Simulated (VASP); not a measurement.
# LiH (strained rocksalt): one r²SCAN single-point calculation in two programs

```
CELL_PARAMETERS angstrom
0.00000 1.90285 2.03122
1.90285 0.00000 2.03122
1.90285 1.90285 0.00000
ATOMIC_POSITIONS crystal
Li 0.00000 0.00000 0.00000
H 0.50000 0.50000 0.50000
```

Each program uses its own PAW datasets. VASP's cell holds 4 valence electrons and Ansatz's 4. Ansatz's stress includes a Pulay correction; VASP's doesn't.

Cutoffs: 520 eV in VASP, 500 eV in Ansatz. k meshes: 10×10×10 and 10×10×10.

```
                              VASP   Ansatz
gap between bands v and c  2.73 eV  2.78 eV
         least direct gap  3.26 eV  3.32 eV
                 pressure  3.6 GPa  4.0 GPa
```

Band v is the last that the valence electrons fill when counted band by band, and c is the next. Levels in eV from the top of v, Ansatz:

| point | v−1 | v | c | c+1 |
| --- | --- | --- | --- | --- |
| Γ | -45.68 | -6.06 | 18.46 | 19.80 |
| X | -45.59 | 0.00 | 3.72 | 11.36 |
| K | -45.60 | -0.96 | 4.10 | 8.80 |
| L | -45.61 | -3.06 | 5.61 | 15.24 |
| W | -45.60 | -0.58 | 5.42 | 6.36 |

VASP:

```csv
point,v−1,v,c,c+1
Γ,-45.81,-5.97,18.55,20.04
X,-45.72,0.00,3.68,11.39
K,-45.73,-0.97,4.06,8.87
L,-45.74,-3.08,5.74,15.29
W,-45.72,-0.60,5.39,6.33
```
